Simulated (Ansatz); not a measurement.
The system is SnO.

```
CELL_PARAMETERS angstrom
3.13193 0.00000 0.00000
0.00000 3.13193 0.00000
0.00000 0.00000 3.13193
ATOMIC_POSITIONS crystal
Sn 0.00000 0.00000 0.00000
O 0.50000 0.50000 0.50000
```

The cell was built by a generator and needn't be a form met in nature.

```yaml
Program: Ansatz 0.2.0
Task: relaxation of cell and atoms
Functional: HSE06
Potentials_or_basis: Ansatz PAW
Cutoff: "420 eV (not typed: the program's choice for these potentials)"
k_mesh: 5 × 5 × 5
Occupations: fermi-dirac, width 0.05 eV
Spin: no spin polarisation
```

At the start: volume 15.36 Å³/atom.

**Question.** Where does the relaxation end?

**Answer.** It ends after 6 steps and the volume is 14.82 Å³/atom (-3.5 %); space group Pm-3m (No. 221, to 0.05 Å).

Step by step:
| step | energy change (eV) | largest force (eV/Å) | volume (Å³) |
| --- | --- | --- | --- |
| 1 | 0.0000 | 0.0000 | 30.72 |
| 2 | -0.0150 | 0.0000 | 29.75 |
| 3 | -0.0153 | 0.0000 | 29.66 |
| 4 | -0.0135 | 0.0000 | 29.66 |
| 5 | -0.0136 | 0.0000 | 29.63 |
| 6 | -0.0136 | 0.0000 | 29.63 |

Final structure:
```
CELL_PARAMETERS angstrom
3.09453 0.00000 0.00000
0.00000 3.09453 0.00000
0.00000 0.00000 3.09453
ATOMIC_POSITIONS crystal
Sn 0.00000 0.00000 0.00000
O 0.50000 0.50000 0.50000
```

Caveat: the plane-wave basis is chosen anew once the cell has moved, so the energies of steps on either side of that aren't comparable; the pressure holds a Pulay correction of +0.4 GPa for the finite cutoff; the PAW data sets come from PBE, with cores solved anew for the run's functional, which leaves a small shift of forces and pressure.
